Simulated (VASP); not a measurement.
# HfO2 (P4_2/nmc) in VASP: settings compared

The runs below take HfO2 through dielectric tensor, equation of state, with PBE, PBE+D3(BJ).

Program: VASP 6.6.1. These are calculated values, not measurements. Logs are shortened: lines on timing, memory, paths and dates and some standing lists are left out, and cuts for length are marked.

## Step 1: The crystal as given

Symmetry: P4_2/nmc, No. 137, tetragonal system. Conventional cell: a = 3.558 Å, b = 3.558 Å, c = 5.172 Å, α = 90.00°, β = 90.00°, γ = 90.00°. Around Hf (site symmetry -4m2) lie 4 O at 2.05 Å. O (site symmetry 2mm) has 2 Hf at 2.05 Å as nearest neighbours.

Measurements of this composition are mostly on another form, of space group No. 14.

## Step 2: Dielectric tensor, PBE

Contents of INCAR:

```
ALGO     = Normal         # electronic algorithm
EDIFF    = 1E-8           # SCF threshold, eV
ENCUT    = 500            # plane-wave cutoff, eV
GGA      = PE             # functional
ISIF     = 2              # what is computed and relaxed
ISMEAR   = 0              # smearing method
LASPH    = True           # aspherical terms in the spheres
LCHARG   = False          # write CHGCAR
LEPSILON = True           # dielectric tensor by DFPT
LREAL    = False          # projectors in reciprocal space
LWAVE    = False          # write WAVECAR
NELM     = 100            # most SCF steps
PREC     = Accurate       # precision mode
SIGMA    = 0.01           # smearing width, eV
```

Contents of KPOINTS:

```
k-points
0
Gamma
  9 9 6
```

Contents of POSCAR:

```
HfO2
1.0
    3.5580193300      0.0000000000      0.0000000000
    0.0000000000      3.5580193300      0.0000000000
    0.0000000000      0.0000000000      5.1718612100
Hf O
2 4
Direct
    0.0000000000      0.0000000000      0.0000000000
    0.5000000000      0.5000000000      0.5000000000
    0.0000000000      0.5000000000      0.1972078800
    0.5000000000      0.0000000000      0.3027921200
    0.5000000000      0.0000000000      0.8027921200
    0.0000000000      0.5000000000      0.6972078800
```

Potentials or basis: VASP PAW PBE potentials, release 64 (Hf_pv, O).

The run is started by

```
> cat potpaw_PBE.64/Hf_pv/POTCAR potpaw_PBE.64/O/POTCAR > POTCAR
> mpirun -np 1 vasp_std > vasp.out
```

OUTCAR:

```text
EDIFF = 1E-8
   ENCUT = 500
   GGA = PE
   ISIF = 2
   ISMEAR = 0
   LASPH = True
   LEPSILON = True
   LREAL = False
   NELM = 100
   PREC = Accurate

 Found     60 irreducible k-points:

 Following reciprocal coordinates:
            Coordinates               Weight
  0.000000  0.000000  0.000000      1.000000
  0.111111  0.000000  0.000000      4.000000
  0.222222  0.000000  0.000000      4.000000
  0.333333  0.000000  0.000000      4.000000
  0.444444  0.000000  0.000000      4.000000
  0.111111  0.111111  0.000000      4.000000
   k-points           NKPTS =     60   k-points in BZ     NKDIM =     60   number of bands    NBANDS=     26
   number of dos      NEDOS =    301   number of ions     NIONS =      6
   total plane-waves  NPLWV =  31360
   dimension x,y,z NGX =    28 NGY =   28 NGZ =   40
   dimension x,y,z NGXF=    56 NGYF=   56 NGZF=   80
   ions per type =               2   4
   NGX,Y,Z   is equivalent  to a cutoff of  13.08, 13.08, 12.86 a.u.
   NGXF,Y,Z  is equivalent  to a cutoff of  26.17, 26.17, 25.72 a.u.
 SYSTEM =  unknown system
   PREC   = accura    normal or accurate (medium, high low for compatibility)
   ISTART =      0    job   : 0-new  1-cont  2-samecut
   ICHARG =      2    charge: 1-file 2-atom 10-const
   ISPIN  =      1    spin polarized calculation?
   LNONCOLLINEAR =      F non collinear calculations
   LSORBIT =      F    spin-orbit coupling
   LASPH  =      T    aspherical Exc in radial PAW
   ENCUT  =  500.0 eV  36.75 Ry    6.06 a.u.   6.49  6.49  9.43*2*pi/ulx,y,z
   NELM   =    100;   NELMIN=  2; NELMDL= -5     # of ELM steps
   EDIFF  = 0.1E-07   stopping-criterion for ELM
   LREAL  =      F    real-space projection
   EDIFFG = 0.1E-06   stopping-criterion for IOM
   NSW    =      0    number of steps for IOM
   IBRION =     -1    ionic relax: 0-MD 1-quasi-New 2-CG
   NFREE  =      0    steps in history (QN), initial steepest desc. (CG)
   ISIF   =      2    stress and relaxation
   ISYM   =      2    0-nonsym 1-usesym 2-fastsym
   POTIM  = 0.5000    time-step for ionic-motion
   TEBEG  =    0.0;   TEEND  =   0.0 temperature during run
   PSTRESS=    0.0 pullay stress
   NELECT =      44.0000    total number of electrons
   NUPDOWN=      -1.0000    fix difference up-down
   EMIN   =  10.00;   EMAX   =-10.00  energy-range for DOS
   EFERMI =   0.00;   METHOD = LEGACY
   ISMEAR =     0;   SIGMA  =   0.01  broadening in eV -4-tet -1-fermi 0-gaus
   EFERMI_NEDOS =   21; number of points for ismear=-14 and -15
   IALGO  =     38    algorithm
   IMIX   =      4    mixing-type and parameters
[... 234 lines left out ...]

  FREE ENERGIE OF THE ION-ELECTRON SYSTEM (eV)
  ---------------------------------------------------
  free  energy   TOTEN  =       -60.6655977534 eV

  energy  without entropy=      -60.6655977534  energy(sigma->0) =      -60.66559775

 HEAD OF MICROSCOPIC STATIC DIELECTRIC TENSOR (INDEPENDENT PARTICLE, excluding Hartree and local field effects)
 ------------------------------------------------------
           5.318927     0.000000     0.000000
           0.000000     5.318927     0.000000
          -0.000000     0.000000     4.841788
 ------------------------------------------------------

 Free energy of the ion-electron system (eV)
  ---------------------------------------------------
  ---------------------------------------------------
  free energy    TOTEN  =        -0.80942202 eV

  energy without entropy =       -0.80942202

------------------------ aborting loop because EDIFF is reached ----------------------------------------

--------------------------------------- Ionic step        2  -------------------------------------------

------------------------ aborting loop because EDIFF is reached ----------------------------------------

--------------------------------------- Ionic step        3  -------------------------------------------

 Free energy of the ion-electron system (eV)
  ---------------------------------------------------
  ---------------------------------------------------
  free energy    TOTEN  =        -0.71297000 eV

  energy without entropy =       -0.71297000

------------------------ aborting loop because EDIFF is reached ----------------------------------------

 PIEZOELECTRIC TENSOR FIELD DIRECTION 3  (e Angst)
 -----------------------------------------------------------------------------
     0.00067  0.00000  0.00000           ( -0.00002  0.00000  0.00000)
     0.00000  0.00067  0.00000           (  0.00000 -0.00002  0.00000)
     0.00000  0.00000 -0.00167           (  0.00000  0.00000 -0.00005)

 PIEZOELECTRIC TENSOR FIELD DIRECTION 3  (C/m^2)
 -----------------------------------------------------------------------------
     0.00016  0.00000  0.00000
     0.00000  0.00016  0.00000
     0.00000  0.00000 -0.00041

 MACROSCOPIC STATIC DIELECTRIC TENSOR (including local field effects in DFT)
 ------------------------------------------------------
           5.189764     0.000000     0.000000
           0.000000     5.189764     0.000000
          -0.000000     0.000000     4.682584
 ------------------------------------------------------

 PIEZOELECTRIC TENSOR (including local field effects)  for field in x, y, z        (e  Angst)
          XX          YY          ZZ          XY          YZ          ZX
  --------------------------------------------------------------------------------
  x     0.00000     0.00000     0.00000     0.00000     0.00000     0.00000
  y     0.00000     0.00000    -0.00000     0.00000     0.00000     0.00000
  z     0.00000     0.00000     0.00000     0.00000     0.00000     0.00000

 PIEZOELECTRIC TENSOR (including local field effects)  for field in x, y, z        (C/m^2)
          XX          YY          ZZ          XY          YZ          ZX
  --------------------------------------------------------------------------------
  x     0.00000     0.00000     0.00000     0.00000     0.00000     0.00000
  y     0.00000     0.00000    -0.00000     0.00000     0.00000     0.00000
  z     0.00000     0.00000     0.00000     0.00000     0.00000     0.00000

 BORN EFFECTIVE CHARGES (including local field effects) (in |e|, cummulative output)
 ---------------------------------------------------------------------------------
 ion    1
    1     5.51442     0.00000     0.00000
    2     0.00000     5.51442     0.00000
    3     0.00000     0.00000     4.78709
 ion    2
    1     5.51442     0.00000    -0.00000
    2     0.00000     5.51442     0.00000
    3     0.00000     0.00000     4.78709
 ion    3
    1    -2.07002     0.00000    -0.00000
    2     0.00000    -3.44439     0.00000
    3     0.00000     0.00000    -2.39355
 ion    4
    1    -2.07002     0.00000    -0.00000
    2     0.00000    -3.44439     0.00000
    3     0.00000     0.00000    -2.39355
 ion    5
    1    -3.44439     0.00000     0.00000
    2     0.00000    -2.07002     0.00000
    3     0.00000     0.00000    -2.39355
 ion    6
    1    -3.44439     0.00000     0.00000
    2     0.00000    -2.07002     0.00000
    3     0.00000     0.00000    -2.39355
```

It took 9.3 min on 1 thread of Intel Xeon 6975P-C (Granite Rapids), shared host; peak memory 0.52 GiB.

These settings aren't checked as converged: the numbers below hold their error.

What came out:

```
Band gap on the k mesh                  : 4.76 eV, indirect (least direct gap 4.83 eV)
Electronic dielectric tensor (diagonal) : 5.19, 5.19, 4.68
Born charges (mean of the diagonal)     : Hf +5.27; O -2.64 e
```

Caveat: spin-orbit coupling is left out, which moves the levels of the heavy elements; an odd mesh through Γ misses points on the zone boundary, where band edges often lie.

## Step 3: Equation of state, PBE+D3(BJ), 10.56 Å³/atom (a relaxed cell with its volume scaled by 0.96)

Contents of INCAR:

```
SYSTEM = HfO2
PREC = Accurate
ENCUT = 520
EDIFF = 1E-7
ISMEAR = 0
SIGMA = 0.02
LREAL = .FALSE.
LASPH = .TRUE.
NELM = 100
ALGO = Normal
ISIF = 2
LWAVE = .FALSE.
LCHARG = .FALSE.
GGA = PE
IVDW = 12
KPAR = 2
```

Contents of KPOINTS:

```
regular mesh
0
G
  8 8 4
  0 0 0
```

Contents of POSCAR:

```
HfO2                                    
1.0
    3.5226847528      0.0000000000     -0.0000000000
    0.0000000000      3.5226847528      0.0000000000
    0.0000000000      0.0000000000      5.1042346048
  Hf              O             
     2     4
Direct
     0.0000000000000000    0.0000000000000000    0.0000000000000000
     0.5000000000000000    0.5000000000000000    0.5000000000000000
     0.0000000000000000    0.5000000000000000    0.1993446838083762
     0.5000000000000000    0.0000000000000000    0.3006553161916238
     0.5000000000000000    0.0000000000000000    0.8006553161916238
     0.0000000000000000    0.5000000000000000    0.6993446838083762
```

Potentials or basis: VASP PAW PBE potentials, release 64 (Hf_pv, O).

The run is started by

```
> cat potpaw_PBE.64/Hf_pv/POTCAR potpaw_PBE.64/O/POTCAR > POTCAR
> mpirun -np 2 vasp_std > vasp.out
```

Wall time 56 s (2 MPI ranks of Intel Xeon Platinum 8259CL at 2.50GHz (Skylake/Cascade Lake), shared host); peak memory 0.21 GiB.

Results (log left out):

```yaml
Free_energy: -62.0079 eV
Pressure: 11.5 GPa
Largest_force: 0.234 eV/Å
Band_gap_on_the_k_mesh: 4.83 eV, indirect (least direct gap 4.93 eV)
Dispersion_energy_per_atom: -0.247 eV
```

Caveat: spin-orbit coupling is left out, which moves the levels of the heavy elements.

## Step 4: Equation of state, PBE+D3(BJ), 10.78 Å³/atom (a relaxed cell with its volume scaled by 0.98)

INCAR is that of step 3.

KPOINTS is that of step 3.

POSCAR, as its differences from that of step 3:

```diff
@@ -2,5 +2,5 @@
 1.0
-    3.5226847528      0.0000000000     -0.0000000000
-    0.0000000000      3.5226847528      0.0000000000
-    0.0000000000      0.0000000000      5.1042346048
+    3.5469798981      0.0000000000     -0.0000000000
+    0.0000000000      3.5469798981      0.0000000000
+    0.0000000000      0.0000000000      5.1394373352
   Hf              O
```

The run is started by

```
> cat potpaw_PBE.64/Hf_pv/POTCAR potpaw_PBE.64/O/POTCAR > POTCAR
> mpirun -np 2 vasp_std > vasp.out
```

Run time: 54 s. Hardware: 2 MPI ranks of Intel Xeon Platinum 8259CL at 2.50GHz (Skylake/Cascade Lake), shared host; peak memory 0.21 GiB.

The run converged. Its results:

- Free energy: -62.0797 eV
- Pressure: 5.5 GPa
- Largest force: 0.114 eV/Å
- Band gap on the k mesh: 4.77 eV, indirect (least direct gap 4.85 eV)
- Dispersion energy per atom: -0.242 eV

Caveat: spin-orbit coupling is left out, which moves the levels of the heavy elements.

## Step 5: Equation of state, PBE+D3(BJ), 11.00 Å³/atom

INCAR is that of step 4.

KPOINTS is that of step 4.

POSCAR, as its differences from that of step 4:

```diff
@@ -2,5 +2,5 @@
 1.0
-    3.5469798981      0.0000000000     -0.0000000000
-    0.0000000000      3.5469798981      0.0000000000
-    0.0000000000      0.0000000000      5.1394373352
+    3.5709467056      0.0000000000     -0.0000000000
+    0.0000000000      3.5709467056      0.0000000000
+    0.0000000000      0.0000000000      5.1741643165
   Hf              O
```

The run is started by

```
> cat potpaw_PBE.64/Hf_pv/POTCAR potpaw_PBE.64/O/POTCAR > POTCAR
> mpirun -np 2 vasp_std > vasp.out
```

Wall time 52 s (2 MPI ranks of Intel Xeon Platinum 8259CL at 2.50GHz (Skylake/Cascade Lake), shared host); peak memory 0.22 GiB.

The run converged. Its results:

```
Free energy                : -62.1049 eV
Pressure                   : 0.2 GPa
Band gap on the k mesh     : 4.69 eV, indirect (least direct gap 4.77 eV)
Dispersion energy per atom : -0.237 eV
```

Caveat: spin-orbit coupling is left out, which moves the levels of the heavy elements.

## Step 6: Equation of state, PBE+D3(BJ), 11.22 Å³/atom (a relaxed cell with its volume scaled by 1.02)

INCAR is that of step 5.

KPOINTS is that of step 5.

POSCAR, as its differences from that of step 5:

```diff
@@ -2,5 +2,5 @@
 1.0
-    3.5709467056      0.0000000000     -0.0000000000
-    0.0000000000      3.5709467056      0.0000000000
-    0.0000000000      0.0000000000      5.1741643165
+    3.5945960484      0.0000000000     -0.0000000000
+    0.0000000000      3.5945960484      0.0000000000
+    0.0000000000      0.0000000000      5.2084313040
   Hf              O
```

Potentials or basis: VASP PAW PBE potentials, release 64 (Hf_pv, O).

The run is started by

```
> cat potpaw_PBE.64/Hf_pv/POTCAR potpaw_PBE.64/O/POTCAR > POTCAR
> mpirun -np 2 vasp_std > vasp.out
```

It took 55 s on 2 MPI ranks of Intel Xeon Platinum 8259CL at 2.50GHz (Skylake/Cascade Lake), shared host; peak memory 0.22 GiB.

It converged, with:

```yaml
Free_energy: -62.0881 eV
Pressure: -4.6 GPa
Largest_force: 0.102 eV/Å
Band_gap_on_the_k_mesh: 4.61 eV, indirect (least direct gap 4.69 eV)
Dispersion_energy_per_atom: -0.232 eV
```

Caveat: spin-orbit coupling is left out, which moves the levels of the heavy elements.

## Step 7: Equation of state, PBE+D3(BJ), 11.44 Å³/atom (a relaxed cell with its volume scaled by 1.04)

INCAR is that of step 6.

KPOINTS is that of step 6.

POSCAR, as its differences from that of step 6:

```diff
@@ -2,5 +2,5 @@
 1.0
-    3.5945960484      0.0000000000     -0.0000000000
-    0.0000000000      3.5945960484      0.0000000000
-    0.0000000000      0.0000000000      5.2084313040
+    3.6179382353      0.0000000000     -0.0000000000
+    0.0000000000      3.6179382353      0.0000000000
+    0.0000000000      0.0000000000      5.2422532342
   Hf              O
```

The run is started by

```
> cat potpaw_PBE.64/Hf_pv/POTCAR potpaw_PBE.64/O/POTCAR > POTCAR
> mpirun -np 2 vasp_std > vasp.out
```

Run time: 56 s. Hardware: 2 MPI ranks of Intel Xeon Platinum 8259CL at 2.50GHz (Skylake/Cascade Lake), shared host; peak memory 0.22 GiB.

The run converged. Its results:

| Item | Value |
| --- | --- |
| Free energy | -62.0336 eV |
| Pressure | -9.0 GPa |
| Largest force | 0.198 eV/Å |
| Band gap on the k mesh | 4.53 eV, indirect (least direct gap 4.60 eV) |
| Dispersion energy per atom | -0.227 eV |

Caveat: spin-orbit coupling is left out, which moves the levels of the heavy elements.

## Step 8: Equation of state, PBE+D3(BJ)

This run uses another cell than the first one, of 11.00 Å³/atom, 1.008 times its volume.

Potentials or basis: VASP PAW PBE potentials, release 64 (Hf_pv, O).

This step only gathers the single runs of the series.

Results:

| Quantity | Value |
| --- | --- |
| Equilibrium volume | 11.01 Å³/atom |
| Bulk modulus at fixed shape and positions | 253 GPa |
| Pressure derivative of the bulk modulus | 4.2 (rough: it moves with the points fitted) |

Energy against volume, from the lowest point:
```
volume (Å³/atom)  energy (meV/atom)
          10.557              16.16
          10.777               4.21
          10.997               0.00
          11.216               2.80
          11.436              11.89
```

Caveat: the cell was scaled at fixed shape and fractional positions, which overstates the stiffness of a crystal with free parameters, most of all of layers and chains. Spin-orbit coupling is left out, which matters for the levels of Hf.
